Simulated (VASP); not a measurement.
# Si (Fd-3m) in VASP: a series of runs

The runs below take Si through single point, relaxation of cell and atoms, with LDA.

All numbers are computed with VASP 6.6.1; they aren't measurements. Logs are shortened: lines on timing, memory, paths and dates and some standing lists are left out, and cuts for length are marked.

### Step 1. Starting point

It takes space group Fd-3m (No. 227, cubic). The conventional cell has a = 5.401 Å, b = 5.401 Å, c = 5.401 Å, α = 90.00°, β = 90.00°, γ = 90.00°. Around Si (site symmetry -43m) lie 4 Si at 2.34 Å.

The cell was built by a generator and needn't be a form met in nature.

### Step 2. Single point, LDA

The input, INCAR:

```
SYSTEM = Si
PREC     = Accurate       ! precision mode
ENCUT    = 520            ! plane-wave cutoff, eV
EDIFF    = 1E-6           ! SCF threshold, eV
ISMEAR   = 0              ! smearing method
SIGMA    = 0.02           ! smearing width, eV
LREAL    = .False.        ! projectors in reciprocal space
LASPH    = .True.         ! aspherical terms in the spheres
NELM     = 100            ! most SCF steps
ALGO     = Normal         ! electronic algorithm
ISIF     = 2              ! what is computed and relaxed
LWAVE    = .False.        ! write WAVECAR
LCHARG   = .False.        ! write CHGCAR
GGA      = CA             ! functional
NBANDS   = 11             ! bands
```

The input, KPOINTS:

```
Automatic mesh
0
Gamma
  10 10 10
  0 0 0
```

The input, POSCAR:

```
Si
1.0
    0.0000000000      2.7007329269      2.7007329269
    2.7007329269      0.0000000000      2.7007329269
    2.7007329269      2.7007329269      0.0000000000
Si
2
Direct
    0.0000000000      0.0000000000      0.0000000000
    0.2500000000      0.2500000000      0.2500000000
```

Potentials or basis: VASP PAW LDA potentials, release 64 (Si).

The run is started by

```bash
cat potpaw_LDA.64/Si/POTCAR > POTCAR
mpirun -np 1 vasp_std > vasp.out
```

OUTCAR:

```text
SYSTEM = Si
   PREC = Accurate
   ENCUT = 520
   EDIFF = 1E-6
   ISMEAR = 0
   LREAL = .False.
   LASPH = .True.
   NELM = 100
   ISIF = 2
   GGA = CA

 ion  position               nearest neighbor table
   1  0.000  0.000  0.000-   2 2.34   2 2.34   2 2.34   2 2.34
   2  0.250  0.250  0.250-   1 2.34   1 2.34   1 2.34   1 2.34

  LATTYP: Found a face centered cubic cell.
 ALAT       =     5.4014658538

  Lattice vectors:

 A1 = (   0.0000000000,   2.7007329269,   2.7007329269)
 A2 = (   2.7007329269,   0.0000000000,   2.7007329269)
 A3 = (   2.7007329269,   2.7007329269,   0.0000000000)

Analysis of symmetry for initial positions (statically):
=====================================================================
 Subroutine PRICEL returns:
 Original cell was already a primitive cell.

 Routine SETGRP: Setting up the symmetry group for a
 face centered cubic supercell.

 Subroutine GETGRP returns: Found 48 space group operations
 (whereof 24 operations were pure point group operations)
 out of a pool of 48 trial point group operations.

The static configuration has the point symmetry T_d .
 The point group associated with its full space group is O_h .

Analysis of symmetry for dynamics (positions and initial velocities):
=====================================================================
 Subroutine PRICEL returns:
 Original cell was already a primitive cell.

 Routine SETGRP: Setting up the symmetry group for a
 face centered cubic supercell.

 Subroutine GETGRP returns: Found 48 space group operations
 (whereof 24 operations were pure point group operations)
 out of a pool of 48 trial point group operations.

The dynamic configuration has the point symmetry T_d .
 The point group associated with its full space group is O_h .

 Subroutine INISYM returns: Found 48 space group operations
 (whereof 24 operations are pure point group operations),
 and found     1 'primitive' translations

----------------------------------------------------------------------------------------

                                     Primitive cell

  volume of cell :      39.3981

  direct lattice vectors                    reciprocal lattice vectors
     0.000000000  2.700732927  2.700732927    -0.185134929  0.185134929  0.185134929
     2.700732927  0.000000000  2.700732927     0.185134929 -0.185134929  0.185134929
     2.700732927  2.700732927  0.000000000     0.185134929  0.185134929 -0.185134929

  length of vectors
     3.819413134  3.819413134  3.819413134     0.320663104  0.320663104  0.320663104

  position of ions in fractional coordinates (direct lattice)
     0.000000000  0.000000000  0.000000000
[... 89 lines left out ...]
   NELECT =       8.0000    total number of electrons
   NUPDOWN=      -1.0000    fix difference up-down
   EMIN   =  10.00;   EMAX   =-10.00  energy-range for DOS
   EFERMI =   0.00;   METHOD = LEGACY
   ISMEAR =     0;   SIGMA  =   0.02  broadening in eV -4-tet -1-fermi 0-gaus
   EFERMI_NEDOS =   21; number of points for ismear=-14 and -15
   IALGO  =     38    algorithm
   IMIX   =      4    mixing-type and parameters
     AMIX     =   0.40;   BMIX     =  1.00
     AMIX_MAG =   1.60;   BMIX_MAG =  1.00
  volume/ion in A,a.u.               =      19.70       132.94
  Fermi-wavevector in a.u.,A,eV,Ry     =   0.962232  1.818355 12.597507  0.925891
  Thomas-Fermi vector in A             =   2.091673
   LORBIT       =      0    0 simple, 1 ext, 2 COOP (PROOUT), +10 PAW based schemes
   GGA     = CA    functional components
   LHFCALC =     F    Hartree Fock is set to
   AEXX    =    0.0000 exact exchange contribution
   IVDW    =     0    specifies the selected vdW correction
   LEPSILON=     F    determine dielectric tensor
   LRPA    =     F    only Hartree local field effects (RPA)
 non-spin polarized calculation
 Gauss-broadening in eV      SIGMA  =   0.02
  energy-cutoff  :      520.00
  volume of cell :       39.40
 maximum number of plane-waves:      1073
   NGX = 15   NGY = 15   NGZ = 15

 number of electron       8.0000001 magnetization

 Free energy of the ion-electron system (eV)
  ---------------------------------------------------
  ext. energy  EPLUGINS =         0.00000000
  ---------------------------------------------------
  free energy    TOTEN  =       -11.91907655 eV

  energy without entropy =      -11.91907655  energy(sigma->0) =      -11.91907655

 E-fermi :   6.0985     XC(G=0):  -9.6666

 val. band max:        5.9362293415   @ k =   0.0000   0.0000   0.0000
 cond. band min:       6.3883489058   @ k =   0.4000   0.4000   0.0000
 fundamental gap:      0.4521195642
 Fermi energy:         6.0985319501

 k-point     1 :       0.0000    0.0000    0.0000
  band No.  band energies     occupation
      1      -6.1322      2.00000
      2       5.9362      2.00000
      3       5.9362      2.00000
      4       5.9362      2.00000
      5       8.4672      0.00000
      6       8.4672      0.00000
      7       8.4672      0.00000
      8       9.3316      0.00000
      9      13.6723      0.00000
     10      13.6723      0.00000
     11      13.6828      0.00000
[... 309 lines left out ...]
 k-point    24 :       0.4000    0.3000    0.0000
  band No.  band energies     occupation
      1      -3.9387      2.00000
      2       0.4936      2.00000
      3       3.0212      2.00000
      4       3.4637      2.00000
      5       6.8734      0.00000
      6       8.0678      0.00000
      7      12.8874      0.00000
      8      13.0022      0.00000
      9      16.4427      0.00000
     10      16.7302      0.00000
     11      18.0366      0.00000

 [... further k-points ...]

------------------------ aborting loop because EDIFF is reached ----------------------------------------

  FORCE on cell =-STRESS in cart. coord.  units (eV):
  Direction    XX          YY          ZZ          XY          YZ          ZX
  --------------------------------------------------------------------------------------
  -------------------------------------------------------------------------------------
  Total        0.0180506      0.0180506      0.0180506      0.0000000      0.0000000      0.0000000
  in kB        0.7340519      0.7340519      0.7340519      0.0000000      0.0000000      0.0000000
  external PRESSURE =       0.7340519 kB  Pullay stress =       0.0000000 kB

 VOLUME and BASIS-vectors are now :
 -----------------------------------------------------------------------------
  energy-cutoff  :      520.00
  volume of cell :       39.40
      direct lattice vectors                 reciprocal lattice vectors
     0.000000000  2.700732927  2.700732927    -0.185134929  0.185134929  0.185134929
     2.700732927  0.000000000  2.700732927     0.185134929 -0.185134929  0.185134929
     2.700732927  2.700732927  0.000000000     0.185134929  0.185134929 -0.185134929

 POSITION                                       TOTAL-FORCE (eV/Angst)
 -----------------------------------------------------------------------------------
      0.00000      0.00000      0.00000        -0.000000     -0.000000     -0.000000
      1.35037      1.35037      1.35037         0.000000      0.000000      0.000000
 -----------------------------------------------------------------------------------
    total drift:                                0.000000      0.000000     -0.000000

  FREE ENERGIE OF THE ION-ELECTRON SYSTEM (eV)
  ---------------------------------------------------
  free  energy   TOTEN  =       -11.9190765548 eV

  energy  without entropy=      -11.9190765548  energy(sigma->0) =      -11.91907655
```

stdout:

```text
POSCAR found type information on POSCAR Si
 POSCAR found :  1 types and       2 ions
 scaLAPACK will be used
 LDA part: xc-table for (Slater(with rela. corr.)+CA(PZ))
 , standard interpolation
 POSCAR, INCAR and KPOINTS ok, starting setup
 FFT: planning ... GRIDC
 FFT: planning ... GRID_SOFT
 FFT: planning ... GRID
 WAVECAR not read
 entering main loop
```

It took 6.2 s on 1 thread of Intel Xeon 6975P-C (Granite Rapids), shared host; peak memory 0.13 GiB.

Results:

| Property | Result |
| --- | --- |
| Free energy | -11.9191 eV |
| Pressure | 0.1 GPa |
| Band gap on the k mesh | 0.45 eV, indirect (least direct gap 2.53 eV) |

A k mesh can miss the band edges. LDA gaps usually lie below the measured ones, often by a third to a half.

### Step 3. Relaxation of cell and atoms, LDA

This run uses another cell than the first one, of 20.12 Å³/atom, 1.022 times its volume.

The input, INCAR:

```
  PREC = Accurate
  ENCUT = 600
  EDIFF = 1E-7
  ISMEAR = 0
  SIGMA = 0.02
  LREAL = False
  LASPH = True
  NELM = 100
  ALGO = Normal
  ISIF = 3
  LWAVE = False
  LCHARG = False
  GGA = CA
  IBRION = 2
  NSW = 100
  EDIFFG = -0.002
```

The input, KPOINTS:

```
regular mesh
0
Gamma
  10 10 10
```

The input, POSCAR:

```
Si
1.0
    0.0000000000      2.7200000000      2.7200000000
    2.7200000000      0.0000000000      2.7200000000
    2.7200000000      2.7200000000      0.0000000000
Si
2
Direct
    0.0000000000      0.0000000000      0.0000000000
    0.2500000000      0.2500000000      0.2500000000
```

Potentials or basis: VASP PAW LDA potentials, release 64 (Si).

The run is started by

```bash
cat potpaw_LDA.64/Si/POTCAR > POTCAR
mpirun -np 1 vasp_std > vasp.out
```

Wall time 10 s (1 thread of Intel Xeon 6975P-C (Granite Rapids), shared host); peak memory 0.15 GiB.

The run converged. Its results:

* Free energy: -11.9193 eV
* Relaxed volume: 19.72 Å³/atom
* Relaxed cell: a = 3.821 Å, b = 3.821 Å, c = 3.821 Å, α = 60.00°, β = 60.00°, γ = 60.00°
* Space group after relaxing (to 0.05 Å): Fd-3m (No. 227)
* Energy gained by relaxing: 2.5 meV/atom
* Ionic steps: 3
* Pressure after relaxing: 0.0 GPa
* Band gap on the k mesh: 0.45 eV, indirect (least direct gap 2.53 eV)

Step by step:
| step | energy change (eV) | largest force (eV/Å) | pressure (GPa) | volume (Å³) |
| --- | --- | --- | --- | --- |
| 1 | 0.0000 | 0.0000 | -1.90 | 40.25 |
| 2 | -0.0025 | 0.0000 | 1.41 | 38.88 |
| 3 | -0.0049 | 0.0000 | 0.00 | 39.43 |

Final structure:
```cif
data_structure
_symmetry_space_group_name_H-M 'P 1'
_symmetry_Int_Tables_number 1
_cell_length_a 3.8205
_cell_length_b 3.8205
_cell_length_c 3.8205
_cell_angle_alpha 60.000
_cell_angle_beta 60.000
_cell_angle_gamma 60.000
_cell_volume 39.43
loop_
_atom_site_label
_atom_site_type_symbol
_atom_site_fract_x
_atom_site_fract_y
_atom_site_fract_z
_atom_site_occupancy
Si1 Si 0.00000 0.00000 0.00000 1
Si2 Si 0.25000 0.25000 0.25000 1
```

Levels at points of the mesh, in eV from the valence-band top:
```csv
k point,band 2,band 3,band 4,band 5,band 6,band 7
"(0.00, 0.00, 0.00)",0.00,0.00,0.00,2.53,2.53,2.53
"(0.50, 0.00, 0.00)",-7.06,-1.21,-1.21,1.48,3.29,3.29
"(0.50, 0.50, 0.00)",-7.86,-2.89,-2.89,0.58,0.58,10.11
```

A k mesh can miss the band edges. A hybrid or GW would open this gap; LDA tends to underestimate it.

### Step 4. Single point, LDA

The input, INCAR:

```
SYSTEM = Si
PREC     = Accurate       ! precision mode
ENCUT    = 520            ! plane-wave cutoff, eV
EDIFF    = 1E-6           ! SCF threshold, eV
ISMEAR   = 0              ! smearing method
SIGMA    = 0.02           ! smearing width, eV
LREAL    = .False.        ! projectors in reciprocal space
LASPH    = .True.         ! aspherical terms in the spheres
NELM     = 100            ! most SCF steps
ALGO     = Normal         ! electronic algorithm
ISIF     = 2              ! what is computed and relaxed
LWAVE    = .False.        ! write WAVECAR
LCHARG   = .True.         ! write CHGCAR
GGA      = CA             ! functional
LELF     = .True.         ! ELF
LVHAR    = .True.       
NBANDS   = 11             ! bands
```

The input, KPOINTS:

```
regular mesh
0
Gamma
  12 12 12
  0 0 0
```

The input, POSCAR:

```
Si
1.0
    0.0000000000      2.7007329269      2.7007329269
    2.7007329269      0.0000000000      2.7007329269
    2.7007329269      2.7007329269      0.0000000000
Si
2
Direct
    0.0000000000      0.0000000000      0.0000000000
    0.2500000000      0.2500000000      0.2500000000
```

Potentials or basis: VASP PAW LDA potentials, release 64 (Si).

The run is started by

```bash
cat potpaw_LDA.64/Si/POTCAR > POTCAR
mpirun -np 1 vasp_std > vasp.out
```

OUTCAR:

```text
SYSTEM = Si
   PREC = Accurate
   ENCUT = 520
   EDIFF = 1E-6
   ISMEAR = 0
   LREAL = .False.
   LASPH = .True.
   NELM = 100
   ISIF = 2
   GGA = CA

 ion  position               nearest neighbor table
   1  0.000  0.000  0.000-   2 2.34   2 2.34   2 2.34   2 2.34
   2  0.250  0.250  0.250-   1 2.34   1 2.34   1 2.34   1 2.34

  LATTYP: Found a face centered cubic cell.
 ALAT       =     5.4014658538

  Lattice vectors:

 A1 = (   0.0000000000,   2.7007329269,   2.7007329269)
[... 524 lines left out ...]

------------------------ aborting loop because EDIFF is reached ----------------------------------------

  FORCE on cell =-STRESS in cart. coord.  units (eV):
  Direction    XX          YY          ZZ          XY          YZ          ZX
  --------------------------------------------------------------------------------------
  -------------------------------------------------------------------------------------
  Total        0.0179663      0.0179663      0.0179663     -0.0000000      0.0000000     -0.0000000
  in kB        0.7306253      0.7306253      0.7306253     -0.0000000      0.0000000     -0.0000000
  external PRESSURE =       0.7306253 kB  Pullay stress =       0.0000000 kB

 VOLUME and BASIS-vectors are now :
 -----------------------------------------------------------------------------
  energy-cutoff  :      520.00
  volume of cell :       39.40
      direct lattice vectors                 reciprocal lattice vectors
     0.000000000  2.700732927  2.700732927    -0.185134929  0.185134929  0.185134929
     2.700732927  0.000000000  2.700732927     0.185134929 -0.185134929  0.185134929
     2.700732927  2.700732927  0.000000000     0.185134929  0.185134929 -0.185134929

 POSITION                                       TOTAL-FORCE (eV/Angst)
 -----------------------------------------------------------------------------------
      0.00000      0.00000      0.00000        -0.000000     -0.000000     -0.000000
      1.35037      1.35037      1.35037         0.000000      0.000000      0.000000
 -----------------------------------------------------------------------------------
    total drift:                                0.000000      0.000000     -0.000000

  FREE ENERGIE OF THE ION-ELECTRON SYSTEM (eV)
  ---------------------------------------------------
  free  energy   TOTEN  =       -11.9197405610 eV

  energy  without entropy=      -11.9197405610  energy(sigma->0) =      -11.91974056
```

stdout:

```text
POSCAR found type information on POSCAR Si
 POSCAR found :  1 types and       2 ions
 scaLAPACK will be used
 LDA part: xc-table for (Slater(with rela. corr.)+CA(PZ))
 , standard interpolation
 POSCAR, INCAR and KPOINTS ok, starting setup
 FFT: planning ... GRIDC
 FFT: planning ... GRID_SOFT
 FFT: planning ... GRID
 WAVECAR not read
 entering main loop
```

Wall time 9.6 s (1 thread of Intel Xeon 6975P-C (Granite Rapids), shared host); peak memory 0.14 GiB.

What came out:

| Property | Result |
| --- | --- |
| Free energy | -11.9197 eV |
| Pressure | 0.1 GPa |
| Band gap on the k mesh | 0.44 eV, indirect (least direct gap 2.53 eV) |

A k mesh can miss the band edges.

### Step 5. Relaxation of cell and atoms, LDA

The input, INCAR:

```
  PREC = Accurate
  ENCUT = 600
  EDIFF = 1E-7
  ISMEAR = 0
  SIGMA = 0.02
  LREAL = F
  LASPH = T
  NELM = 100
  ALGO = Normal
  ISIF = 3
  LWAVE = F
  LCHARG = F
  GGA = CA
  IBRION = 2
  NSW = 100
  EDIFFG = -0.002
```

The input, KPOINTS:

```
regular mesh
0
Gamma
  12 12 12
```

POSCAR is that of step 4.

The run is started by

```bash
cat potpaw_LDA.64/Si/POTCAR > POTCAR
mpirun -np 1 vasp_std > vasp.out
```

It took 12 s on 1 thread of Intel Xeon 6975P-C (Granite Rapids), shared host; peak memory 0.16 GiB.

Results (log left out):

```
Free energy                            : -11.9199 eV
Relaxed volume                         : 19.72 Å³/atom
Relaxed cell                           : a = 3.820 Å, b = 3.820 Å, c = 3.820 Å, α = 60.00°, β = 60.00°, γ = 60.00°
Space group after relaxing (to 0.05 Å) : Fd-3m (No. 227)
Energy gained by relaxing              : 0.0 meV/atom
Ionic steps                            : 3
Pressure after relaxing                : 0.0 GPa
Band gap on the k mesh                 : 0.44 eV, indirect (least direct gap 2.53 eV)
```

Final structure:
```xyz
2
Lattice="0.0000 2.7015 2.7015 2.7015 0.0000 2.7015 2.7015 2.7015 0.0000" Properties=species:S:1:pos:R:3 pbc="T T T"
Si    0.0000    0.0000    0.0000
Si    1.3507    1.3507    1.3507
```

Levels at points of the mesh, in eV from the valence-band top:
| k point | band 1 | band 2 | band 3 | band 4 | band 5 | band 6 | band 7 | band 8 |
| --- | --- | --- | --- | --- | --- | --- | --- | --- |
| (0.00, 0.00, 0.00) | -12.06 | 0.00 | 0.00 | 0.00 | 2.53 | 2.53 | 2.53 | 3.39 |
| (0.50, 0.00, 0.00) | -9.69 | -7.06 | -1.21 | -1.21 | 1.48 | 3.29 | 3.29 | 7.54 |
| (0.50, 0.50, 0.00) | -7.86 | -7.86 | -2.89 | -2.89 | 0.58 | 0.58 | 10.11 | 10.11 |

A k mesh can miss the band edges. As with any semilocal functional, this LDA gap is likely too small.

### Step 6. Overview

```csv
task,cell,k mesh,cutoff (eV),gap on the mesh (eV),pressure (GPa),relaxed volume (Å³/atom)
single point,"Fd-3m, 19.7 Å³/atom",10 × 10 × 10,520,0.45,0.1,-
relaxation of cell and atoms,relaxed,10 × 10 × 10,600,0.45,0.0,19.72
single point,"Fd-3m, 19.7 Å³/atom",12 × 12 × 12,520,0.44,0.1,-
relaxation of cell and atoms,relaxed,12 × 12 × 12,600,0.44,0.0,19.72
```

Alike in all rows: level LDA; potentials or basis VASP PAW LDA potentials, release 64 (Si); no spin polarisation; smearing gaussian 0.02 eV.

Absolute energies hang on the potentials; compare differences alone.
